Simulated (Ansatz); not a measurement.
CsI:
```yaml
crystal:
  lattice:
    - [4.50705, 0.00000, 0.00000]
    - [0.00000, 4.50705, 0.00000]
    - [0.00000, 0.00000, 4.50705]
  atoms:
    - { symbol: Cs, position: [0.00000, 0.00000, 0.00000] }
    - { symbol: I, position: [0.50000, 0.50000, 0.50000] }
```

Relaxed with PBEsol.

### Question
Decompose the optical modes at the zone centre into irreducible representations, and say which are infrared and Raman allowed.

### Answer
Point group m-3m: Γ_opt = T1u. Infrared: T1u. Raman: none.

### Question
Assign frequencies (DFPT, DFT-PBEsol in the program Ansatz with PAW potentials; without the LO–TO term).

### Answer
T1u 58 cm⁻¹.

Space group Pm-3m (CsCl type). The cell was relaxed with PBEsol under the symmetry of its start; phonons on a q-mesh show no instability. Spin–orbit coupling is left out wherever it is not named.

Potentials: the later of the program's two PAW sets.
